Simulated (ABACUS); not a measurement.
Crystal: Si2Ni.

```
Ni Si
1.0
     0.00000    2.70300    2.70300
     2.70300    0.00000    2.70300
     2.70300    2.70300    0.00000
Ni Si
1 2
Direct
  0.00000 0.00000 0.00000
  0.75000 0.75000 0.75000
  0.25000 0.25000 0.25000
```

| Property | Result |
| --- | --- |
| Program | ABACUS 3.10.1 |
| Task | single point |
| Functional | PBEsol |
| Potentials or basis | PseudoDojo NC SR 0.4.1 PBEsol standard |
| Cutoff | 1333 eV |
| Density cutoff | 5333 eV |
| Basis | plane waves |
| k mesh | 9 × 9 × 9 |
| Occupations | fermi-dirac, width 0.05 eV |
| Spin | collinear spin, ferromagnetic start |
| Starting moments | [1.0, 0.0, 0.0] μB |

On this cell: pressure -0.9 GPa; largest force zero by symmetry; net moment 0.00 μB per cell; band gap on the k mesh none (metal or under the smearing width).

The same run follows on a disturbed copy (atoms moved at random, drawn with an rms of 0.05 Å):

```
Ni Si
1.0
     0.00000    2.70300    2.70300
     2.70300    0.00000    2.70300
     2.70300    2.70300    0.00000
Ni Si
1 2
Direct
  0.00493 0.00989 0.99540
  0.75332 0.75088 0.76642
  0.24470 0.25296 0.25518
```

**Question.** What does the disturbed cell give?

**Answer.** The energy (extrapolated to zero smearing) moves by +7.2 meV/atom; pressure -0.7 GPa; largest force 0.457 eV/Å; net moment 0.00 μB per cell; band gap on the k mesh none (metal or under the smearing width).

Forces on the atoms (eV/Å):
```
Ni   0.170  0.241 -0.338
Si  -0.208 -0.403  0.059
Si   0.037  0.162  0.279
```

Stress tensor (GPa, compression positive):
```
-0.73  0.66  1.45
 0.66 -0.65  0.60
 1.45  0.60 -0.80
```
